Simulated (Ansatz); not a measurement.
# MnS: the cost of one run

Program: Ansatz 0.2.0. Level of theory: DFT PBE, scalar-relativistic, plane waves, PAW. These are calculated values, not measurements.

2 further runs of the same task are left out: 2 set aside as unsound or not needed.

## Step 1: The structure to begin with

The structure is cubic, space group F-43m (No. 216). Conventional cell: a = 5.644 Å, b = 5.644 Å, c = 5.644 Å, α = 90.00°, β = 90.00°, γ = 90.00°. Mn (site symmetry -43m) has 4 S at 2.44 Å as nearest neighbours. Around S (site symmetry -43m) lie 4 Mn at 2.44 Å.

As a file:

```cif
data_structure
_symmetry_space_group_name_H-M 'F-43m'
_symmetry_Int_Tables_number 216
_cell_length_a 5.6445
_cell_length_b 5.6445
_cell_length_c 5.6445
_cell_angle_alpha 90.000
_cell_angle_beta 90.000
_cell_angle_gamma 90.000
_cell_volume 179.83
loop_
_atom_site_label
_atom_site_type_symbol
_atom_site_symmetry_multiplicity
_atom_site_Wyckoff_symbol
_atom_site_fract_x
_atom_site_fract_y
_atom_site_fract_z
_atom_site_occupancy
Mn1 Mn 4 a 0.00000 0.00000 0.00000 1
S1 S 4 d 0.25000 0.25000 0.75000 1
```

It is the result of an earlier relaxation at this level (volume 22.48 Å³/atom; gap on the mesh: none (metal), site moments up to 4.2 μB).

## Step 2: Static run: bands, density of states and charges

input.yaml reads:

```yaml
crystal:
  lattice:
    - [0.0, 2.8222405963, 2.8222405963]
    - [2.8222405963, 0.0, 2.8222405963]
    - [2.8222405963, 2.8222405963, 0.0]
  atoms:
    - { symbol: Mn, position: [0.0, 0.0, 0.0], spin: 4.63 }
    - { symbol: S, position: [0.25, 0.25, 0.25], spin: 0.14 }
basis:
  ecutwfc: 420
kpoints:
  mp_grid: { grid: [14, 14, 14] }
  band_path:
    path:
      - [[0.0, 0.0, 0.0], [-0.5, -0.5, 0.0], [-0.375, -0.375, 0.25]]
      - [[-0.375, 0.0, 0.375], [0.0, 0.0, 0.0], [0.0, 0.0, 0.5], [-0.5, -0.25, 0.25], [-0.5, -0.5, 0.0]]
    npoints: 14
hamiltonian:
  xc: pbe
scf:
  occupations: { method: gaussian, width: 0.1 }
  n_extra_bands: 6
output:
  forces: true
  stress: true
  eigenvalues: true
  populations: true
  dos: { projected: true, de: 0.02, nscf_kmesh: { grid: [21, 21, 21] } }
  bader: true
  write_density: true
  write_potential: true
  elf: true
  volumetric_format: npy
magnetization:
  spin_polarized: true
checkpoint:
  read: start.run
  write: ck
  compress: false
  write_wavefunctions: false
  write_every: 100000
```

Run with:

```sh
ansatz run input.yaml --threads 1 --pin off --max-ram 2560MiB --backend cpu --events-out ev --progress --plain --runs-dir out
```

Q: Estimate wall time and peak memory on 1 thread of Arm Neoverse V2, shared host.

About 57 s, with a peak of 0.49 GiB.
